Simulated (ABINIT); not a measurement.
# PbS (R3m) in ABINIT: single point with HSE06

Aim: the single point of PbS with HSE06.

All numbers are computed with ABINIT 10.8.3 (patched build); they aren't measurements. Logs are shortened: lines on timing, memory, paths and dates and some standing lists are left out, and cuts for length are marked. The log counts tension as positive stress, the text compression.

## 1. The crystal as given

It takes space group R3m (No. 160, trigonal). Conventional cell: a = 4.225 Å, b = 4.225 Å, c = 10.356 Å, α = 90.00°, β = 90.00°, γ = 120.00°. Pb (site symmetry 3m) is surrounded by 6 S at 2.96 to 3.02 Å. S (site symmetry 3m) is surrounded by 6 Pb at 2.96 to 3.02 Å.

The cell is a database's computed one.

## 2. Single point, HSE06

Input file run.abi:

```
pp_dirpath "./"
pseudos "82_Pb_14_3.0_3.1_pbe_n_v1.0.psp8, 16_S_6_1.8_1.9_pbe_n_v1.0.psp8"

acell 3*1.0 Angstrom
rprim
     2.1126617058     1.2197458045     3.4519162518
    -2.1126617058     1.2197458045     3.4519162518
     0.0000000000    -2.4394916091     3.4519162518
ntypat 2
znucl 82 16
natom 2
typat 1 2
xcart
     0.0000000000    -0.0000000001    10.1544928558
     0.0000000000     0.0000000000     4.9193488057 Angstrom

ecut 18.0

kptopt 1
ngkpt 6 6 6
nshiftk 1
shiftk 0.0 0.0 0.0

ixc -428

nband 12
occopt 1

nstep 60
diemac 6.0
toldfe 1.0e-7

iomode 3
prtwf 0
prtden 0
prteig 0
prtebands 0
enunit 2
prtvol 2
```

Potentials or basis: SPMS NC PBE v1.0.

Command:

```bash
> mpirun --bind-to none -np 8 abinit run.abi > log 2>&1
```

run.abo:

```text
.Version 10.8.3 of ABINIT
 Symmetries : space group R3 m (#160); Bravais hR (rhombohedral)
================================================================================
 Values of the parameters that define the memory need of the present run
     intxc =       0    ionmov =       0      iscf =       7    lmnmax =       6
     lnmax =       6     mgfft =      32  mpssoang =       3    mqgrid =    3001
     natom =       2  nloc_mem =       1    nspden =       1   nspinor =       1
    nsppol =       1      nsym =       6    n1xccc =    2501    ntypat =       2
    occopt =       1   xclevel =       2
       mpw =        1363          nfft =       32768          nkpt =          32
================================================================================
================================================================================

--------------------------------------------------------------------------------
------------- Echo of variables that govern the present computation ------------
--------------------------------------------------------------------------------
 -outvars: echo values of preprocessed input variables --------
            acell      1.8897261259E+00  1.8897261259E+00  1.8897261259E+00 Bohr
              amu      2.07200000E+02  3.20660000E+01
           diemac      6.00000000E+00
             ecut      1.80000000E+01 Hartree
           enunit           2
              ixc        -428
         kptrlatt        6    0    0      0    6    0      0    0    6
          kptrlen      4.79082242E+01
            natom           2
            nband          12
          nbandhf          10
            ngfft          32      32      32
             nkpt          32
           nkpthf         216
            nstep          60
             nsym           6
           ntypat           2
           prtden           0
        prtebands           0
           prteig           0
           prtvol           2
            prtwf           0
            rprim      2.1126617058E+00  1.2197458045E+00  3.4519162518E+00
                      -2.1126617058E+00  1.2197458045E+00  3.4519162518E+00
                       0.0000000000E+00 -2.4394916091E+00  3.4519162518E+00
          spgroup         160
           toldfe      1.00000000E-07 Hartree
            typat      1  2
          usefock           1
           xangst     -7.7460491725E-17 -9.9999806699E-11  1.0154492856E+01
                      -1.6699277334E-16 -4.9447064586E-11  4.9193488057E+00
            xcart     -1.4637911494E-16 -1.8897224730E-10  1.9189210445E+01
                      -3.1557060662E-16 -9.3441409798E-11  9.2962219606E+00
             xred      9.8056578000E-01  9.8056578000E-01  9.8056578000E-01
                       4.7503555000E-01  4.7503555000E-01  4.7503555000E-01
            znucl       82.00000   16.00000

================================================================================

 chkinp: Checking input parameters for consistency.

================================================================================
== DATASET  1 ==================================================================

--- !DatasetInfo
iteration_state: {dtset: 1, }
dimensions: {natom: 2, nkpt: 32, mband: 12, nsppol: 1, nspinor: 1, nspden: 1, mpw: 1363, }
cutoff_energies: {ecut:  18.0, pawecutdg:  -1.0, }
electrons: {nelect:   2.00000000E+01, charge:   0.00000000E+00, occopt:   1.00000000E+00, tsmear:   1.00000000E-02, }
meta: {optdriver: 0, ionmov: 0, optcell: 0, iscf: 7, paral_kgb: 0, }
...

 Real(R)+Recip(G) space primitive vectors, cartesian coordinates (Bohr,Bohr^-1):
 R(1)=  3.9923520  2.3049855  6.5231763  G(1)=  0.1252395  0.0723070  0.0510999
 R(2)= -3.9923520  2.3049855  6.5231763  G(2)= -0.1252395  0.0723070  0.0510999
 R(3)=  0.0000000 -4.6099710  6.5231763  G(3)=  0.0000000 -0.1446141  0.0510999
 Unit cell volume ucvol=  3.6016988E+02 bohr^3
 Angles (23,13,12)=  5.99750259E+01  5.99750259E+01  5.99750259E+01 degrees

 getcut: wavevector=  0.0000  0.0000  0.0000  ngfft=  32  32  32
         ecut(hartree)=     18.000   => boxcut(ratio)=   2.09762

--- Pseudopotential description ------------------------------------------------
- pspini: atom type   1  psp file is ./82_Pb_14_3.0_3.1_pbe_n_v1.0.psp8
    8   11    2    4       600   0.00000      pspcod,pspxc,lmax,lloc,mmax,r2well
    5.99000000000000    6.00000000000000    0.00000000000000   rchrg,fchrg,qchrg
     nproj     2     2     2
     extension_switch     1

- pspini: atom type   2  psp file is ./16_S_6_1.8_1.9_pbe_n_v1.0.psp8
    8   11    2    4       600   0.00000      pspcod,pspxc,lmax,lloc,mmax,r2well
    5.99000000000000    6.00000000000000    0.00000000000000   rchrg,fchrg,qchrg
     nproj     2     2     2
     extension_switch     1

   1.10857030E+03                                ecore*ucvol(ha*bohr**3)
--------------------------------------------------------------------------------

================================================================================

--- !BeginCycle
iteration_state: {dtset: 1, }
solver: {iscf: 7, nstep: 60, nline: 4, wfoptalg: 0, }
tolerances: {toldfe: 1.00E-07, }
[... 154 lines left out ...]
   0.5000  0.5000  0.5000    1  4.88199E-11 kpt; spin; max resid(k); each band:
  7.50E-13 7.37E-13 1.53E-12 5.67E-13 4.85E-13 2.77E-11 3.67E-12 1.53E-12
  1.49E-12 4.88E-11 4.67E-11 1.76E-12
 reduced coordinates (array xred) for    2 atoms
       0.980565779998      0.980565779998      0.980565779998
       0.475035550001      0.475035550001      0.475035550002
 rms dE/dt=  4.8988E-03; max dE/dt=  4.8757E-03; dE/dt below (all hartree)
    1      -0.004921818032     -0.004921818032     -0.004921818032
    2       0.004875731856      0.004875731856      0.004875731856

 cartesian coordinates (angstrom) at end:
    1     -0.00000000000000    -0.00000000010000    10.15449285580000
    2     -0.00000000000000    -0.00000000004945     4.91934880570000

 cartesian forces (hartree/bohr) at end:
    1      0.00000000000000     0.00000000000000     0.00075097999802
    2     -0.00000000000000    -0.00000000000000    -0.00075097999802
 frms,max,avg= 4.3357850E-04 7.5098000E-04   0.000E+00  0.000E+00  3.532E-06 h/b

 cartesian forces (eV/Angstrom) at end:
    1      0.00000000000000     0.00000000000000     0.03861694415790
    2     -0.00000000000000    -0.00000000000000    -0.03861694415790
 frms,max,avg= 2.2295503E-02 3.8616944E-02   0.000E+00  0.000E+00  1.816E-04 e/A
 length scales=  1.889726125908  1.889726125908  1.889726125908 bohr
              =  1.000000000000  1.000000000000  1.000000000000 angstroms
 Fermi (or HOMO) energy (hartree) =   0.16395   Average Vxc (hartree)=  -0.30522
 Eigenvalues (hartree) for nkpt=  32  k points:
 kpt#   1, nband= 12, wtk=  0.00463, kpt=  0.0000  0.0000  0.0000 (reduced coord)
  -0.46295   -0.46292   -0.46292   -0.46272   -0.46272   -0.38089   -0.07753    0.07866
   0.07866    0.07882    0.37234    0.37286
 kpt#   2, nband= 12, wtk=  0.02778, kpt=  0.1667  0.0000  0.0000 (reduced coord)
  -0.46320   -0.46317   -0.46290   -0.46243   -0.46242   -0.37184   -0.10746    0.08213
   0.08225    0.10111    0.30858    0.33041
 kpt#   3, nband= 12, wtk=  0.02778, kpt=  0.3333  0.0000  0.0000 (reduced coord)
  -0.46403   -0.46399   -0.46291   -0.46151   -0.46148   -0.34904   -0.16062    0.09075
   0.09088    0.13776    0.23445    0.27462
 kpt#   4, nband= 12, wtk=  0.01389, kpt=  0.5000  0.0000  0.0000 (reduced coord)
  -0.46444   -0.46439   -0.46293   -0.46104   -0.46101   -0.33326   -0.18868    0.09635
   0.09646    0.16395    0.19471    0.25138
 kpt#   5, nband= 12, wtk=  0.02778, kpt=  0.1667  0.1667  0.0000 (reduced coord)
  -0.46415   -0.46320   -0.46246   -0.46235   -0.46233   -0.36834   -0.10804    0.06544
   0.06547    0.12253    0.26574    0.36164
 kpt#   6, nband= 12, wtk=  0.05556, kpt=  0.3333  0.1667  0.0000 (reduced coord)
  -0.46569   -0.46318   -0.46293   -0.46182   -0.46136   -0.34906   -0.14195    0.06114
[... 64 lines left out ...]
 kpt#  28, nband= 12, wtk=  0.02778, kpt=  0.5000  0.3333  0.3333 (reduced coord)
  -0.46526   -0.46397   -0.46261   -0.46156   -0.46143   -0.33454   -0.17014    0.03617
   0.09302    0.13829    0.22505    0.26390
 kpt#  29, nband= 12, wtk=  0.02778, kpt= -0.3333  0.3333  0.3333 (reduced coord)
  -0.46819   -0.46314   -0.46261   -0.46161   -0.46099   -0.31789   -0.16444   -0.01147
   0.06366    0.09016    0.28106    0.30715
 kpt#  30, nband= 12, wtk=  0.02778, kpt=  0.5000  0.5000  0.3333 (reduced coord)
  -0.46616   -0.46367   -0.46277   -0.46158   -0.46093   -0.32879   -0.17605    0.04998
   0.07334    0.11030    0.24877    0.28935
 kpt#  31, nband= 12, wtk=  0.02778, kpt= -0.3333  0.5000  0.3333 (reduced coord)
  -0.46814   -0.46331   -0.46229   -0.46207   -0.46073   -0.31791   -0.16477    0.00872
   0.01927    0.12546    0.24853    0.33998
 kpt#  32, nband= 12, wtk=  0.00463, kpt=  0.5000  0.5000  0.5000 (reduced coord)
  -0.46439   -0.46439   -0.46296   -0.46102   -0.46102   -0.33355   -0.18834    0.09661
   0.09661    0.16326    0.19538    0.25129
 Fermi (or HOMO) energy (eV) =   4.46119   Average Vxc (eV)=  -8.30556
 Eigenvalues (   eV  ) for nkpt=  32  k points:
 kpt#   1, nband= 12, wtk=  0.00463, kpt=  0.0000  0.0000  0.0000 (reduced coord)
 -12.59754  -12.59681  -12.59681  -12.59127  -12.59127  -10.36454   -2.10983    2.14058
   2.14058    2.14471   10.13192   10.14604
 kpt#   2, nband= 12, wtk=  0.02778, kpt=  0.1667  0.0000  0.0000 (reduced coord)
 -12.60428  -12.60361  -12.59616  -12.58346  -12.58297  -10.11827   -2.92416    2.23484
   2.23809    2.75143    8.39697    8.99091
 kpt#   3, nband= 12, wtk=  0.02778, kpt=  0.3333  0.0000  0.0000 (reduced coord)
 -12.62690  -12.62578  -12.59638  -12.55825  -12.55760   -9.49786   -4.37081    2.46953
   2.47287    3.74868    6.37961    7.47283
 kpt#   4, nband= 12, wtk=  0.01389, kpt=  0.5000  0.0000  0.0000 (reduced coord)
 -12.63815  -12.63680  -12.59697  -12.54550  -12.54478   -9.06855   -5.13420    2.62181
   2.62486    4.46119    5.29845    6.84030
 kpt#   5, nband= 12, wtk=  0.02778, kpt=  0.1667  0.1667  0.0000 (reduced coord)
 -12.63012  -12.60440  -12.58419  -12.58106  -12.58054  -10.02295   -2.94002    1.78063
   1.78166    3.33417    7.23113    9.84063
 kpt#   6, nband= 12, wtk=  0.05556, kpt=  0.3333  0.1667  0.0000 (reduced coord)
 -12.67208  -12.60387  -12.59704  -12.56670  -12.55425   -9.49831   -3.86265    1.66382
[... 64 lines left out ...]
 kpt#  28, nband= 12, wtk=  0.02778, kpt=  0.5000  0.3333  0.3333 (reduced coord)
 -12.66045  -12.62520  -12.58833  -12.55974  -12.55623   -9.10323   -4.62982    0.98424
   2.53130    3.76309    6.12395    7.18098
 kpt#  29, nband= 12, wtk=  0.02778, kpt= -0.3333  0.3333  0.3333 (reduced coord)
 -12.74023  -12.60264  -12.58834  -12.56106  -12.54425   -8.65025   -4.47459   -0.31225
   1.73238    2.45334    7.64796    8.35792
 kpt#  30, nband= 12, wtk=  0.02778, kpt=  0.5000  0.5000  0.3333 (reduced coord)
 -12.68487  -12.61715  -12.59256  -12.56017  -12.54242   -8.94695   -4.79053    1.36003
   1.99569    3.00131    6.76934    7.87356
 kpt#  31, nband= 12, wtk=  0.02778, kpt= -0.3333  0.5000  0.3333 (reduced coord)
 -12.73882  -12.60732  -12.57963  -12.57351  -12.53718   -8.65085   -4.48370    0.23736
   0.52425    3.41406    6.76271    9.25120
 kpt#  32, nband= 12, wtk=  0.00463, kpt=  0.5000  0.5000  0.5000 (reduced coord)
 -12.63681  -12.63681  -12.59777  -12.54510  -12.54510   -9.07631   -5.12499    2.62896
   2.62896    4.44251    5.31657    6.83796
 Total charge density [el/Bohr^3]
)     Maximum=    4.7782E-01  at reduced coord.    0.0938    0.8750    0.8750
)Next maximum=    4.7782E-01  at reduced coord.    0.8750    0.0938    0.8750
)     Minimum=    2.5920E-03  at reduced coord.    0.2500    0.2188    0.2188
)Next minimum=    2.5920E-03  at reduced coord.    0.2188    0.2500    0.2188
   Integrated=    2.0000E+01

--- !EnergyTerms
iteration_state     : {dtset: 1, }
comment             : Components of total free energy in Hartree
kinetic             :  2.91082109528410E+01
hartree             :  1.14960858735940E+01
xc                  : -1.70095318810369E+01
Ewald energy        : -5.51890746966364E+01
psp_core            :  3.07790946786263E+00
local_psp           : -3.81909948849772E+01
non_local_psp+x     : -6.93371762191577E+00
total_energy        : -7.36411127902686E+01
...

--- !EnergyTermsDC
iteration_state     : {dtset: 1, }
comment             : '"Double-counting" decomposition of free energy'
band_energy         : -5.21418135209515E+00
Ewald energy        : -5.51890746966364E+01
psp_core            :  3.07790946786263E+00
xc_dc               : -1.63157648234649E+01
total_energy_dc     : -7.36411114043338E+01
...

 Cartesian components of stress tensor (hartree/bohr^3)
  sigma(1 1)=  4.77001116E-05  sigma(3 2)=  8.29808707E-14
  sigma(2 2)=  4.77001118E-05  sigma(3 1)=  0.00000000E+00
  sigma(3 3)=  4.57430026E-05  sigma(2 1)=  0.00000000E+00

-Cartesian components of stress tensor (GPa)         [Pressure= -1.3842E+00 GPa]
- sigma(1 1)=  1.40338573E+00  sigma(3 2)=  2.44138151E-09
- sigma(2 2)=  1.40338574E+00  sigma(3 1)=  0.00000000E+00
- sigma(3 3)=  1.34580560E+00  sigma(2 1)=  0.00000000E+00

== END DATASET(S) ==============================================================
================================================================================

 -outvars: echo values of variables after computation  --------
            acell      1.8897261259E+00  1.8897261259E+00  1.8897261259E+00 Bohr
           etotal     -7.3641112790E+01
            fcart      1.7110372934E-19  2.7310837891E-20  7.5097999802E-04
                      -1.7110372934E-19 -2.7310837891E-20 -7.5097999802E-04
            rprim      2.1126617058E+00  1.2197458045E+00  3.4519162518E+00
                      -2.1126617058E+00  1.2197458045E+00  3.4519162518E+00
                       0.0000000000E+00 -2.4394916091E+00  3.4519162518E+00
           strten      4.7700111586E-05  4.7700111824E-05  4.5743002577E-05
                       8.2980870726E-14  0.0000000000E+00  0.0000000000E+00
           xangst     -7.7460491725E-17 -9.9999806699E-11  1.0154492856E+01
                      -1.6699277334E-16 -4.9447064586E-11  4.9193488057E+00
             xred      9.8056578000E-01  9.8056578000E-01  9.8056578000E-01
                       4.7503555000E-01  4.7503555000E-01  4.7503555000E-01
 Calculation completed.
```

Wall time 24 min (8 MPI ranks of Arm Neoverse V1, shared host); peak memory 0.88 GiB.

Results:

| Quantity | Value |
| --- | --- |
| Free energy | -2003.8768 eV |
| Pressure | -1.4 GPa |
| Largest force | 0.039 eV/Å |
| Band gap on the k mesh | 0.84 eV, direct |
| Valence electrons inside the program's atomic spheres | Pb 9.65; S 3.83 |

Forces on the atoms (eV/Å):
```
Pb   0.000  0.000  0.039
S    0.000  0.000 -0.039
```

Caveat: Libxc's HSE differs a little from that of other programs; the potentials were made for another functional, which shifts forces and pressure; spin-orbit coupling is left out, which as a rule narrows the gap of such compounds by several tenths of an eV. A k mesh can miss the band edges.
